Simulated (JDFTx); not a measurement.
The system is Ca.

```xyz
1
Lattice="0.0000 2.7942 2.7942 2.7942 0.0000 2.7942 2.7942 2.7942 0.0000" Properties=species:S:1:pos:R:3 pbc="T T T"
Ca    0.0000    0.0000    0.0000
```

```yaml
Program: JDFTx 1.7.0 (patched build)
Task: single point
Functional: PBE
Potentials_or_basis: PseudoDojo-SR-PBE-0.5-standard
Cutoff: 925 eV
Density_cutoff: 3701 eV
k_mesh: 8 × 8 × 8
Occupations: fermi-dirac, width 0.05 eV
Spin: no spin polarisation
```

On this cell: pressure -0.6 GPa; band gap on the k mesh none (metal or under the smearing width).

The same run follows on a disturbed copy (cell strained at random at fixed volume):

```
Ca
1.0
     0.02261    2.80956    2.74477
     2.75250    0.03962    2.72775
     2.84984    2.88989   -0.05772
Ca
1
Direct
  0.99927 0.00324 0.99894
```

What does the disturbed cell give?

The energy (extrapolated to zero smearing) moves by +4.9 meV/atom; pressure -0.6 GPa; band gap on the k mesh none (metal or under the smearing width).

Stress tensor (GPa, compression positive):
```
-0.54 -0.61  0.41
-0.61 -0.65  0.26
 0.41  0.26 -0.50
```

Caveats: the empty levels aren't tightly converged.
